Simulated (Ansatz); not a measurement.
**C: a film clamped to a substrate**

Computed with Ansatz 0.2.0, DFT PBEsol, scalar-relativistic, plane waves, PAW. Cutoff 420 eV, Γ-centred 12×12×12 k-points, Gaussian smearing of 0.05 eV. No spin polarisation. Energies are free energies at this smearing, counted from the undisturbed cell; pressure is positive in compression.

Reference structure (relaxed at this level):

```
C
1.0
     0.00000    1.77690    1.77690
     1.77690    0.00000    1.77690
     1.77690    1.77690    0.00000
C
2
Direct
  0.50000 0.50000 0.50000
  0.75000 0.75000 0.75000
```

The cell (2 atoms, V0 = 11.22 Å³) is strained by p along both x and y and by q along z, fractional coordinates fixed. τp = (1/V0) ∂E/∂p = (σxx + σyy)(1 + p)(1 + q) and τq = (1/V0) ∂E/∂q = σzz(1 + p)², with tension positive.

```csv
p,q,ΔE (meV/atom),τp (GPa),τq (GPa)
0.000,0.000,0.00,0.00,0.00
-0.040,0.000,73.63,-109.42,-12.79
0.040,0.000,62.55,85.68,9.78
0.000,-0.040,31.08,-13.73,-45.07
0.000,0.040,28.99,8.82,40.63
```

Get the second derivatives of the energy density.

Central differences give A = ∂τp/∂p = 2439 GPa (C11 + C22 + 2 C12), C = ∂τq/∂q = 1071 GPa (C33) and the cross term B = ∂τq/∂p = 282 GPa (C13 + C23); ∂τp/∂q = 282 GPa must equal B, and any difference shows higher-order terms. Steps this large leave an error of some per cent of A or C in all of these, which can swamp a small B. The ions are clamped. In a cubic crystal C11 = C = 1071, C12 = B/2 = 141 GPa and A should be 2(C11 + C12) = 2425 GPa; the bulk modulus is (C11 + 2 C12)/3 = 451 GPa.

A film of this crystal grows with z along the normal on a substrate that imposes p. How does its thickness respond, and what does the misfit cost?

Count p and q from the stress-free cell. A free surface needs τq = 0, so q = −(B/C) p = -0.26 p. The energy density left is (A − B²/C) p²/2 = M p², with the biaxial modulus M = 1182 GPa; a misfit of 1 % costs 4.14 meV/atom, against 4.27 meV/atom if the thickness were held.

At p = -0.080 the energies along q are 564.3 (q = -0.080), 400.2 (q = -0.040), 319.9 (q = 0.000), 315.0 (q = 0.040), 377.2 (q = 0.080) meV/atom.

Does the linear rule hold at this misfit?

A parabola through the lowest point and its neighbours has its minimum at q = 0.023, 308.9 meV/atom. With the stress left in the starting cell, τp0 and τq0, linear elasticity gives q = −(τq0 + Bp)/C = 0.021 and E = V0(τp0 p + τq0 q + Ap²/2 + Bpq + Cq²/2)/N = 264.9 meV/atom. The energies differ by more than a tenth, so the quadratic law fails here: the gap holds the anharmonic part, with some error from the wide steps. Cubic terms also shift the vertex of so wide a parabola.

The film is stiff in-plane and its thickness responds only weakly, because diamond's directional sp³ bonds resist changes in angle unusually strongly for a tetrahedral crystal, though still clearly less than changes in length. In-plane strain is therefore passed only weakly to the normal, C12 stays far below C11, and letting the thickness relax recovers little of the misfit energy. Holding the fractional coordinates fixed costs nothing here: for these strains along the cubic axes, symmetry forbids any internal displacement of the two sublattices, unlike under shear.

Compression costs more than equal stretching along both p and q, as expected when shortened bonds meet steeply rising repulsion while stretched ones soften. The in-plane asymmetry already visible at the smaller strains, extrapolated as a cubic term, probably accounts for most of the energy that linear elasticity misses at p = -0.080. The misfit energy is thus not symmetric in sign, and a harmonic estimate favours compressed films too much. Whether a film would stay coherent depends also on the cost of misfit dislocations, which these energies don't contain.
